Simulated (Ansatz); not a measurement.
**Structure relaxation of Si**

Theory: DFT r2SCAN, scalar-relativistic, plane waves, PAW in Ansatz 0.2.0. Cutoff 500 eV, Γ-centred k mesh, Gaussian smearing, no spin polarisation in the final step.

A relaxed cell is given with its space group left out.

```xyz
1
Lattice="-1.2539 1.2539 2.3137 1.2539 -1.2539 2.3137 1.2539 1.2539 -2.3137" Properties=species:S:1:pos:R:3 pbc="T T T"
Si    0.0000    0.0000    2.3137
```

Energies count from the standard state of Si at the same level.

**Question.** What space group does it have?

**Answer.** I4/mmm (No. 139). Conventional cell: a = 2.508 Å, c = 4.627 Å. Si is coordinated by 4 Si at 2.51 Å and 8 Si at 2.92 Å.

**Question.** How far above the standard state of Si does it lie?

**Answer.** 0.72 eV/atom.

**Question.** Is it a metal?

**Answer.** Yes, bands cross the Fermi level on the 32×32×32 mesh.

The final run used a 32×32×32 mesh on its 1-atom cell and 0.10 eV smearing. The k mesh leaves about 4 meV/atom of noise in metals. The cell came from a trial start, so Si may not exist in this structure.